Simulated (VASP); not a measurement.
Crystal: Bi.

```xyz
2
Lattice="4.5390 0.0000 0.0000 -2.2695 3.9309 0.0000 0.0000 0.0000 11.8290" Properties=species:S:1:pos:R:3 pbc="T T T"
Bi    0.0000    2.6206    2.9573
Bi    2.2695    1.3103    8.8718
```

This isn't the form of Bi at room conditions, which is rhombohedral.

Base run:

| Property | Result |
| --- | --- |
| Program | VASP 6.6.1 |
| Functional | PBE |
| Potentials or basis | VASP PAW PBE potentials, release 64 (Bi_d) |
| Cutoff | 520 eV |
| k mesh | 9 × 9 × 3 |
| Occupations | fermi-dirac, width 0.08 eV |
| Spin | non-collinear spin, zero start, spin-orbit coupling |
| Starting moments | [[0.0, 0.0, 0.0], [0.0, 0.0, 0.0]] μB |

Its results: pressure -1.9 GPa.

Problem. The run is repeated on the same cell with these changes: spin from non-collinear spin, zero start, spin-orbit coupling to no spin polarisation; further incar settings from ALGO = Normal; EDIFF = 1e-08; NBANDS = 42 to ALGO = Normal; EDIFF = 1e-06; NBANDS = 22. What comes out?

Solution. Pressure -3.2 GPa.
